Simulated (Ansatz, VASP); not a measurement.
## AlN: VASP beside Ansatz

```
Al N
1.0
     3.08862    0.00000   -0.46329
    -1.54431    2.67482    0.23165
    -0.74154    0.00000    5.14133
Al N
2 2
Direct
  0.35013 0.66318 0.01079
  0.68695 0.33682 0.51079
  0.32610 0.68928 0.37421
  0.63682 0.31072 0.87421
```

Change from the starting cell: engineering shear strain xz -0.3000, normal strain along z +0.0400.

Alike in both runs: functional LDA; k mesh 9 × 9 × 6; occupations gaussian, width 0.05 eV; no spin polarisation.

Ansatz relaxed the structure, and its values are those at the end. VASP's run is a single point on that final structure, the one shown.

|  | VASP | Ansatz |
| --- | --- | --- |
| version | VASP 6.6.1 | Ansatz 0.2.0 |
| potentials or method | VASP PAW LDA potentials, release 64 (Al, N) | scalar-relativistic, plane waves, PAW |
| plane-wave cutoff (eV) | 520 | 520 |
| valence electrons in the cell | 16 | 16 |

|  | VASP | Ansatz | Ansatz less VASP |
| --- | --- | --- | --- |
| gap on the k mesh at the Fermi level (eV) | 2.79 | 2.79 | -0.003 |
| least direct gap on the mesh (eV) | 2.79 | 2.79 | -0.003 |
| pressure (GPa) | -6.0 | -6.6 | -0.55 |
| rms of the force components (eV/Å) | 0.016 | 0.001 | -0.0157 |

Ansatz warned: «pseudo_functional_mismatch».

Caveats: an odd mesh through Γ misses points on the zone boundary, where band edges often lie.
